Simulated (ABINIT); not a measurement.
Runs of ABINIT 10.8.3 (patched build) on La2O3. The structure is hexagonal, space group P-62m (No. 189). The conventional cell has a = 6.267 Å, b = 6.267 Å, c = 3.300 Å, α = 90.00°, β = 90.00°, γ = 120.00°. La (site symmetry -6) has 6 O at 2.45 Å as nearest neighbours. O (site symmetry m2m) is surrounded by 4 La at 2.45 Å. The cell comes from a database or a generator and needn't be the stable form of this composition.

```csv
task,level,potentials or basis,cell,k mesh,cutoff (eV),fine-grid cutoff,gap on the mesh (eV),pressure (GPa),largest force (eV/Å)
single point,PBE,JTH PAW PBE v2.0,"atoms moved at random, drawn with an rms of 0.05 Å",5 × 5 × 8,626,1224.51 eV,1.55,2.8,0.72
band structure,LDA,JTH PAW LDA v2.0,as given,5 × 5 × 8,626,1224.51 eV,1.38,-2.7,(a)
band structure,r2SCAN,JTH PAW PBE v2.0,as given,4 × 4 × 7,762,1360.57 eV,1.96,1.9,0.04
band structure,PBEsol,JTH PAW PBE v2.0,as given,5 × 5 × 8,626,1224.51 eV,1.45,(c),0.06
single point,PBE,JTH PAW PBE v2.0,as given,5 × 5 × 8,626,1224.51 eV,1.52,2.7,(b)
```

Alike in all rows: no spin polarisation; smearing fermi-dirac 0.05 eV.

Q: Fill in the values left out.

A: (a) 0.07; (b) 0.05; (c) -0.4.

Caveats: spin-orbit coupling is left out, which moves the levels of the heavy elements; an odd mesh through Γ misses points on the zone boundary, where band edges often lie (some runs); the PAW data sets were made with another functional, which shifts forces and pressure a little (some runs); the mesh misses the band edges, which the band path finds closer together (some runs).

A k mesh can miss the band edges, and the runs leave out spin-orbit coupling on La.
